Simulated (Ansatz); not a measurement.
# CuAu (P4/mmm) in Ansatz: further runs

The runs below take CuAu through single point, equation of state, with LDA.

All numbers are computed with Ansatz 0.2.0; they aren't measurements. Logs are shortened: lines on timing, memory, paths and dates and some standing lists are left out, and cuts for length are marked.

### Step 1. The crystal as given

The structure is tetragonal, space group P4/mmm (No. 123). Conventional cell: a = 2.811 Å, b = 2.811 Å, c = 3.685 Å, α = 90.00°, β = 90.00°, γ = 90.00°. Au (site symmetry 4/mmm) has 8 Cu at 2.71 Å and 4 Au at 2.81 Å as nearest neighbours. Cu (site symmetry 4/mmm) has 8 Au at 2.71 Å and 4 Cu at 2.81 Å as nearest neighbours.

### Step 2. Single point, LDA, 13.68 Å³/atom (volume scaled by 0.94)

Contents of input.yaml:

```yaml
crystal:
  lattice:
    - [2.7533711214, 0.0, 0.0]
    - [0.0, 2.7533711214, 0.0]
    - [0.0, 0.0, 3.6097748106]
  atoms:
    - { symbol: Au, position: [0.0, 0.0, 0.0] }
    - { symbol: Cu, position: [0.5, 0.5, 0.5] }
kpoints:
  mp_grid: { grid: [9, 9, 7] }
scf:
  occupations: { method: fermi_dirac, width: 0.05 }
hamiltonian:
  xc: lda
  pseudopotentials: { kind: all_electron, lapw: { basis_error: 0.001 } }
output:
  forces: true
  stress: true
  eigenvalues: true
```

Potentials or basis: all-electron LAPW, scalar-relativistic.

On the command line:

```bash
$ ansatz run input.yaml --threads 1 --pin off --max-ram 3072MiB --backend cpu --events-out ev --progress --plain --runs-dir out
```

Standard output:

```text
Warning: RAYON_NUM_THREADS=1 ignored (pool sized by the plan → 1); use --threads N
LAPW: plane waves up to 8.647 Å⁻¹, error target 1.0e-3 eV per atom; small_component_spin mean_spin; Cu in spheres of 1.297 Å, 19 of its electrons in bands, Dirac shells []; Au in spheres of 1.358 Å, 43 of its electrons in bands, Dirac shells [] (how accurate: hamiltonian.pseudopotentials.lapw.basis_error, Limitations)
Engine: ansatz 0.2.0, aarch64-unknown-linux-gnu
Pseudopotentials: kind: all_electron
Pseudopotential: Au, LAPW, valence charge 43, lapw/all_electron/scalar/gaussian/Au, Koelling and Harmon's equation, gaussian nucleus
Pseudopotential: Cu, LAPW, valence charge 19, lapw/all_electron/scalar/gaussian/Cu, Koelling and Harmon's equation, gaussian nucleus
Functional definition: SPW92
  exchange = slater_x
  correlation = pw_c
Crystal: 2 atoms, lattice volume = 27.366 Å³
Basis set: ecut = 284.9029720159116 eV, 309 PW (Γ), exchange–correlation at level 2
Bands: 38, of which v1, the nominal top of the filled ones, is band 31 counted from 1 (30 counted from 0)
Symmetry: 16 space group operations
Space group: P4/mmm (ITA 123), of the structure as read, at distance tolerance 3.0e-5 Å
k-points: 60 of 567
Non-local potential: Au, projectors of the file, none
Non-local potential: Cu, projectors of the file, none
Initial density: superposition of atomic densities (chi_scale 0.1, normalization cell, long waves kept (reshape's long-wave potential 0.00 eV rms))
Initial wavefunctions: plane waves of lowest kinetic energy (no species holds an atomic orbital)
Functional: x = slater, c = lda
iter 1 solved again at ethr=3.08e-4 eV; its pass at ethr=1.00e-1 eV (dr2=1.91e-1 eV) is discarded
SCF iter   1: F=—  HF=-561906.847500 eV  |F-HF|=—  |Δ(HF+E_count)|=         —  Δρ=3.62e-2  dr2=1.91e-1  ethr=3.08e-4  ⟨swp⟩=2.9  Hψ=14712  notcnv=0
preconditioner: auto → Kerker (q_TF=auto, 3.127 Å⁻¹)  [metal: Δε(μ)=0.098 eV  Ē_g=13.971 eV  σ=0.050 eV  W_gap=0.43  n_scr=14 (ndim 8)  ℏωp=33.3 eV  f_vac=0.000  D(μ)=0.66/eV (n_scr^D=2)]
SCF iter   2: F=—  HF=-561907.086337 eV  |F-HF|=—  |Δ(HF+E_count)|=   2.39e-1  Δρ=2.61e-2  dr2=3.43e-1  ethr=3.08e-4  ⟨swp⟩=3.0  Hψ=7432  notcnv=0
SCF iter   3: F=—  HF=-561905.777713 eV  |F-HF|=—  |Δ(HF+E_count)|=    1.31e0  Δρ=1.01e-2  dr2=2.14e-2  ethr=3.08e-4  ⟨swp⟩=3.0  Hψ=6779  notcnv=0
SCF iter   4: F=—  HF=-561905.760688 eV  |F-HF|=—  |Δ(HF+E_count)|=   1.70e-2  Δρ=7.65e-3  dr2=1.86e-2  ethr=3.45e-5  ⟨swp⟩=2.0  Hψ=6546  notcnv=0
SCF iter   5: F=—  HF=-561905.755531 eV  |F-HF|=—  |Δ(HF+E_count)|=   5.16e-3  Δρ=3.85e-3  dr2=4.90e-3  ethr=3.01e-5  ⟨swp⟩=2.0  Hψ=6526  notcnv=0
SCF iter   6: F=—  HF=-561905.755717 eV  |F-HF|=—  |Δ(HF+E_count)|=   1.86e-4  Δρ=1.65e-3  dr2=1.47e-3  ethr=7.91e-6  ⟨swp⟩=2.0  Hψ=6542  notcnv=0
iter 7 solved again at ethr=1.79e-7 eV; its pass at ethr=2.36e-6 eV (dr2=1.11e-4 eV) is discarded
SCF iter   7: F=—  HF=-561905.755245 eV  |F-HF|=—  |Δ(HF+E_count)|=   4.72e-4  Δρ=4.46e-4  dr2=1.11e-4  ethr=1.79e-7  ⟨swp⟩=2.0  Hψ=11171  notcnv=0
SCF iter   8: F=—  HF=-561905.755189 eV  |F-HF|=—  |Δ(HF+E_count)|=   5.60e-5  Δρ=2.20e-4  dr2=1.42e-5  ethr=1.79e-7  ⟨swp⟩=2.0  Hψ=6545  notcnv=0
SCF iter   9: F=—  HF=-561905.755188 eV  |F-HF|=—  |Δ(HF+E_count)|=   6.60e-7  Δρ=9.65e-5  dr2=5.01e-6  ethr=2.29e-8  ⟨swp⟩=2.0  Hψ=6547  notcnv=0
SCF iter  10: F=—  HF=-561905.755187 eV  |F-HF|=—  |Δ(HF+E_count)|=   1.78e-6  Δρ=2.85e-5  dr2=4.01e-7  ethr=8.08e-9  ⟨swp⟩=2.0  Hψ=6546  notcnv=0
SCF iter  11: F=—  HF=-561905.755187 eV  |F-HF|=—  |Δ(HF+E_count)|=   7.50e-8  Δρ=1.04e-5  dr2=2.74e-8  ethr=6.47e-10  ⟨swp⟩=2.0  Hψ=6546  notcnv=0
SCF iter  12: F=-561905.755187 eV  HF=-561905.755187 eV  |F-HF|=2.12e-8  |Δ(HF+E_count)|=   2.75e-8  Δρ=3.53e-6  dr2=2.93e-9  ethr=4.42e-11  ⟨swp⟩=2.0  Hψ=6546  notcnv=0
SCF 1 converged in 12 iterations: F = -561905.755187 eV  dr2 = 2.93e-9
SCF converged after 12 iterations
Free energy (F): -561905.755187 eV
Harris-Foulkes:  -561905.755187 eV  (|F-HF|=2.12e-8)
Internal energy: -561905.751682 eV  (E = F + TS)
E sigma→0 (E₀):  -561905.753434 eV
Entropy (-TS):   -0.003505 eV (-1.752 meV/atom)
Fermi energy:    22.907307 eV
--- Per-component energies (eV) ---
  E_band       = -4202.019325
  E_kinetic    = 634753.350010
  E_xc         = -11399.413159
  E_electrostatic = -1185259.688533  (all electrons and nuclei)
  E_smearing   = -0.003505  (= −TS)
  E_closure    = 0.000000  (closes the sum)
  E_atoms      = -561896.397049  (free atoms, spherical and without spin; not in F)
  Σ components = -561905.755187   (vs F -561905.755187, Δ=0.00e0)
  Basis errors (estimates in eV, not in F): energy 2.4e-4 per atom: plane waves 2.1e-4 (1.0e-4 summed), levels above the bands 4.0e-161, relativity 6.1e-9, radial functions 3.3e-5, core shells 1.0e-7; eigenvalues (radial functions only) 1.6e-6; not estimated: angular momenta, meshes, grids; target (lapw.basis_error) 1.0e-3; muffin-tin radii Cu 1.297 Å, Au 1.358 Å
--- Forces (eV/Å), atoms counted from 1 ---
  atom   1  Au    -0.00000000     0.00000000     0.00000000
  atom   2  Cu     0.00000000    -0.00000000    -0.00000000
  max |Σ_I F_I| component: 1.97e-31 eV/Å
--- Stress (GPa, compression-positive) ---
        1.764445      -0.000000      -0.000000
       -0.000000       1.764445      -0.000000
       -0.000000      -0.000000       0.579180
  P = ⅓ Tr σ = 1.3694 GPa (13.694 kbar)
--- Band table (eV; the first three rows and the last of 60) ---
  k-point 0: bands = ["-300.1098", "-300.1098", "-300.1057", "-300.1016", "-300.0825", "-88.6585", "-83.2479", "-56.3506", "-56.3418", "-56.3418", "-56.3369", "-56.3339", "-56.3249", "-56.3249", "-46.4986", "-46.4798", "-46.4798", "-34.5496", "-34.4749", "-34.4749", "12.5004", "15.8209", "15.9838", "18.6227", "18.6227", "19.8288", "19.8735", "20.6715", "21.1814", "21.4335", "21.4335", "24.8978", "31.4836", "33.1197", "33.1197", "40.2892", "40.4424", "40.4773"]
  k-point 1: bands = ["-300.1098", "-300.1098", "-300.1057", "-300.1016", "-300.0825", "-88.6585", "-83.2478", "-56.3506", "-56.3418", "-56.3418", "-56.3369", "-56.3339", "-56.3249", "-56.3249", "-46.4987", "-46.4798", "-46.4798", "-34.5511", "-34.4749", "-34.4749", "12.7600", "15.8710", "16.0771", "18.6815", "18.6815", "19.7955", "19.8761", "20.5922", "21.1272", "21.2539", "21.2539", "23.5263", "33.2363", "33.6371", "33.6371", "39.0098", "40.3191", "42.0352"]
  k-point 2: bands = ["-300.1098", "-300.1098", "-300.1057", "-300.1016", "-300.0825", "-88.6585", "-83.2478", "-56.3506", "-56.3418", "-56.3418", "-56.3369", "-56.3339", "-56.3249", "-56.3249", "-46.4987", "-46.4797", "-46.4797", "-34.5544", "-34.4748", "-34.4748", "13.4659", "15.9909", "16.3089", "18.8426", "18.8426", "19.6130", "20.0009", "20.3285", "20.8392", "20.8392", "20.9868", "21.3112", "35.0553", "35.0553", "36.5132", "38.0917", "40.0665", "41.8463"]
  k-point 59: bands = ["-300.1098", "-300.1098", "-300.1057", "-300.1016", "-300.0825", "-88.6553", "-83.2318", "-56.3499", "-56.3428", "-56.3428", "-56.3365", "-56.3341", "-56.3247", "-56.3247", "-46.5012", "-46.5012", "-46.4948", "-34.6508", "-34.6506", "-34.5213", "15.9020", "16.7562", "16.8346", "18.7925", "19.4311", "19.4358", "19.9361", "20.6516", "21.1659", "21.2052", "26.5484", "28.1388", "28.3978", "29.3305", "30.5638", "30.9145", "32.3705", "34.0400"]
```

Run time: 26 s. Hardware: 1 thread of Arm Neoverse V1, shared host; peak memory 0.4 GiB.

What came out:

```yaml
Free_energy: -561905.7552 eV
Pressure: 1.4 GPa
Band_gap_on_the_k_mesh: none (metal or under the smearing width)
```

### Step 3. Single point, LDA, 13.97 Å³/atom (volume scaled by 0.96)

input.yaml: that of step 2 with these lines changed.

```diff
@@ -2,5 +2,5 @@
   lattice:
-    - [2.7533711214, 0.0, 0.0]
-    - [0.0, 2.7533711214, 0.0]
-    - [0.0, 0.0, 3.6097748106]
+    - [2.7727616977, 0.0, 0.0]
+    - [0.0, 2.7727616977, 0.0]
+    - [0.0, 0.0, 3.6351965976]
   atoms:
```

Potentials or basis: all-electron LAPW, scalar-relativistic.

On the command line:

```bash
$ ansatz run input.yaml --threads 1 --pin off --max-ram 3072MiB --backend cpu --events-out ev --progress --plain --runs-dir out
```

Wall time 25 s (1 thread of Arm Neoverse V1, shared host); peak memory 0.4 GiB.

It converged, with:

```
Free energy            : -561905.7527 eV
Pressure               : -2.6 GPa
Band gap on the k mesh : none (metal or under the smearing width)
```

### Step 4. Single point, LDA, 14.27 Å³/atom (volume scaled by 0.98)

input.yaml: that of step 3 with these lines changed.

```diff
@@ -2,5 +2,5 @@
   lattice:
-    - [2.7727616977, 0.0, 0.0]
-    - [0.0, 2.7727616977, 0.0]
-    - [0.0, 0.0, 3.6351965976]
+    - [2.7918847965, 0.0, 0.0]
+    - [0.0, 2.7918847965, 0.0]
+    - [0.0, 0.0, 3.6602677112]
   atoms:
```

On the command line:

```bash
$ ansatz run input.yaml --threads 1 --pin off --max-ram 3072MiB --backend cpu --events-out ev --progress --plain --runs-dir out
```

Run time: 25 s. Hardware: 1 thread of Arm Neoverse V1, shared host; peak memory 0.4 GiB.

Results (log left out):

```
Free energy            : -561905.7367 eV
Pressure               : -6.1 GPa
Band gap on the k mesh : none (metal or under the smearing width)
```

### Step 5. Single point, LDA, 14.56 Å³/atom

input.yaml: that of step 4 with these lines changed.

```diff
@@ -2,5 +2,5 @@
   lattice:
-    - [2.7918847965, 0.0, 0.0]
-    - [0.0, 2.7918847965, 0.0]
-    - [0.0, 0.0, 3.6602677112]
+    - [2.8107494552, 0.0, 0.0]
+    - [0.0, 2.8107494552, 0.0]
+    - [0.0, 0.0, 3.685]
   atoms:
```

On the command line:

```bash
$ ansatz run input.yaml --threads 1 --pin off --max-ram 3072MiB --backend cpu --events-out ev --progress --plain --runs-dir out
```

It took 24 s on 1 thread of Arm Neoverse V1, shared host; peak memory 0.4 GiB.

It converged, with:

```yaml
Free_energy: -561905.7087 eV
Pressure: -9.2 GPa
Band_gap_on_the_k_mesh: none (metal or under the smearing width)
```

### Step 6. Single point, LDA, 14.85 Å³/atom (volume scaled by 1.02)

input.yaml: that of step 5 with these lines changed.

```diff
@@ -2,5 +2,5 @@
   lattice:
-    - [2.8107494552, 0.0, 0.0]
-    - [0.0, 2.8107494552, 0.0]
-    - [0.0, 0.0, 3.685]
+    - [2.8293642325, 0.0, 0.0]
+    - [0.0, 2.8293642325, 0.0]
+    - [0.0, 0.0, 3.7094046847]
   atoms:
```

Potentials or basis: all-electron LAPW, scalar-relativistic.

On the command line:

```bash
$ ansatz run input.yaml --threads 1 --pin off --max-ram 3072MiB --backend cpu --events-out ev --progress --plain --runs-dir out
```

Run time: 26 s. Hardware: 1 thread of Arm Neoverse V1, shared host; peak memory 0.4 GiB.

The run converged. Its results:

```
Free energy            : -561905.6705 eV
Pressure               : -11.8 GPa
Band gap on the k mesh : none (metal or under the smearing width)
```

### Step 7. Single point, LDA, 15.14 Å³/atom (volume scaled by 1.04)

input.yaml: that of step 6 with these lines changed.

```diff
@@ -2,5 +2,5 @@
   lattice:
-    - [2.8293642325, 0.0, 0.0]
-    - [0.0, 2.8293642325, 0.0]
-    - [0.0, 0.0, 3.7094046847]
+    - [2.8477372423, 0.0, 0.0]
+    - [0.0, 2.8477372423, 0.0]
+    - [0.0, 0.0, 3.7334924031]
   atoms:
```

On the command line:

```bash
$ ansatz run input.yaml --threads 1 --pin off --max-ram 3072MiB --backend cpu --events-out ev --progress --plain --runs-dir out
```

Wall time 26 s (1 thread of Arm Neoverse V1, shared host); peak memory 0.4 GiB.

It converged, with:

- Free energy: -561905.6233 eV
- Pressure: -14.1 GPa
- Band gap on the k mesh: none (metal or under the smearing width)

### Step 8. Single point, LDA, 15.43 Å³/atom (volume scaled by 1.06)

input.yaml: that of step 7 with these lines changed.

```diff
@@ -2,5 +2,5 @@
   lattice:
-    - [2.8477372423, 0.0, 0.0]
-    - [0.0, 2.8477372423, 0.0]
-    - [0.0, 0.0, 3.7334924031]
+    - [2.8658761851, 0.0, 0.0]
+    - [0.0, 2.8658761851, 0.0]
+    - [0.0, 0.0, 3.7572732506]
   atoms:
```

On the command line:

```bash
$ ansatz run input.yaml --threads 1 --pin off --max-ram 3072MiB --backend cpu --events-out ev --progress --plain --runs-dir out
```

It took 26 s on 1 thread of Arm Neoverse V1, shared host; peak memory 0.4 GiB.

The run converged. Its results:

* Free energy: -561905.5684 eV
* Pressure: -16.1 GPa
* Band gap on the k mesh: none (metal or under the smearing width)

### Step 9. Equation of state, LDA

Potentials or basis: all-electron LAPW, scalar-relativistic.

No new run: the results of the series are fitted here.

What came out:

| Item | Value |
| --- | --- |
| Equilibrium volume | 13.78 Å³/atom |
| Bulk modulus at fixed shape and positions | 194 GPa |
| Pressure derivative of the bulk modulus | 5.5 |

Energy against volume, from the lowest point:
```
volume (Å³/atom)  energy (meV/atom)
          13.683               0.00
          13.974               1.23
          14.265               9.26
          14.556              23.22
          14.847              42.34
          15.139              65.94
          15.430              93.41
```

Caveat: the cell was scaled at fixed shape and fractional positions, which overstates the stiffness of a crystal with free parameters, most of all of layers and chains. The run has no spin-orbit coupling, so splittings on Au are missing.
